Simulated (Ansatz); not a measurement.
**Hf in Ansatz: the effect of target pressure**

The system is Hf.

```
Hf
1.0
     3.19670    0.00000    0.00000
    -1.59835    2.76842    0.00000
     0.00000    0.00000    5.05780
Hf
2
Direct
  0.66667 0.33333 0.75000
  0.33333 0.66667 0.25000
```

Alike in all runs:

| Property | Result |
| --- | --- |
| Program | Ansatz 0.2.0 |
| Task | relaxation of cell and atoms |
| Functional | PBEsol |
| Potentials or basis | Ansatz PAW |
| Cutoff | 420 eV (not typed: the program's choice for these potentials) |
| k mesh | 10 × 10 × 5 |
| Occupations | fermi-dirac, width 0.05 eV |
| Spin | no spin polarisation |

Each run relaxes the cell or the atoms first.

```csv
target pressure,relaxed volume (Å³/atom)
0 GPa,?
2 GPa,21.20
5 GPa,20.70
10 GPa,19.97
20 GPa,18.78
30 GPa,17.83
```

Question: What does the run with target pressure 0 GPa give?

Answer: Relaxed volume 21.57 Å³/atom.

Worked out: In Murnaghan's law V^(-B') rises as a straight line in P. The other rows fit best with B' = 3.1, V0 = 21.56 Å³/atom and B0 = 116 GPa, which gives 21.56 Å³/atom at 0 GPa, against the run's 21.57.

Caveats: the plane-wave basis is chosen anew once the cell has moved, so the energies of steps on either side of that aren't comparable; the PAW data sets come from PBE, with cores solved anew for the run's functional, which leaves a small shift of forces and pressure; the volume moved by over 15 % at a fixed basis, so the end points are rough (some runs).

Runs at the PBE level aren't shown here.
